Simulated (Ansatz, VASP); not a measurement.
BeS: VASP beside Ansatz

The input INCAR:

```
SYSTEM = BeS
ALGO     = Normal         ! electronic algorithm
EDIFF    = 1E-6           ! SCF threshold, eV
ENCUT    = 520            ! plane-wave cutoff, eV
GGA      = PE             ! functional
ISIF     = 2              ! what is computed and relaxed
ISMEAR   = 0              ! smearing method
LASPH    = .True.         ! aspherical terms in the spheres
LCHARG   = .False.        ! write CHGCAR
LREAL    = .False.        ! projectors in reciprocal space
LWAVE    = .False.        ! write WAVECAR
NBANDS   = 16             ! bands
NELM     = 80             ! most SCF steps
PREC     = Accurate       ! precision mode
SIGMA    = 0.1            ! smearing width, eV
```

The input KPOINTS:

```
k-points
0
Gamma
  6 6 6
  0 0 0
```

Contents of POSCAR:

```
BeS
1.0
   -2.4046487000      2.4046487000      2.6861090700
    2.4046487000     -2.4046487000      2.6861090700
    2.4046487000      2.4046487000     -2.6861090700
Be S
2 2
Direct
    0.3788465600      0.3788465600      0.0000000000
    0.1288465600      0.6288465600      0.5000000000
    0.6816984300      0.6816984300      0.0000000000
    0.4316984300      0.9316984300      0.5000000000
```

Input for Ansatz:

```yaml
crystal:
  lattice:
    - [-2.4046487, 2.4046487, 2.68610907]
    - [2.4046487, -2.4046487, 2.68610907]
    - [2.4046487, 2.4046487, -2.68610907]
  atoms:
    - { symbol: Be, position: [0.37884656, 0.37884656, 0.0] }
    - { symbol: Be, position: [0.12884656, 0.62884656, 0.5] }
    - { symbol: S, position: [0.68169843, 0.68169843, 0.0] }
    - { symbol: S, position: [0.43169843, 0.93169843, 0.5] }
basis:
  ecutwfc: 420
kpoints:
  mp_grid: { grid: [6, 6, 6] }
hamiltonian:
  xc: pbe
scf:
  occupations: { method: gaussian, width: 0.1 }
  lower_state_search: "off"
output:
  forces: true
  stress: true
  eigenvalues: true
```

Alike in both runs: task single point; functional PBE; k mesh 6 × 6 × 6; occupations gaussian, width 0.1 eV; no spin polarisation.

|  | VASP | Ansatz |
| --- | --- | --- |
| version | VASP 6.6.1 | Ansatz 0.2.0 |
| potentials or method | VASP PAW PBE potentials, release 64 (Be, S) | scalar-relativistic, plane waves, PAW |
| plane-wave cutoff (eV) | 520 | 420 |
| valence electrons in the cell | 16 | 16 |

```csv
,VASP,Ansatz,Ansatz less VASP
gap on the k mesh at the Fermi level (eV),none,none,-
pressure (GPa),24.8,24.8,0.00
largest component of the traceless stress (GPa),41.25,41.16,-0.099
rms of the force components (eV/Å),4.264,4.260,-0.0041
```

Atom by atom the forces differ by 0.004 eV/Å (rms over components). A gap of «none» marks a metal or a gap that the smearing closes. With one functional, cell and mesh, what is left measures potentials, basis and numerics.

Caveats: so large a pressure means that the cell lies far from this level's equilibrium, or that cutoff or potentials fall short (VASP); forces of over 1 eV/Å show positions far from the minimum, so gaps and moduli don't describe the material at rest.
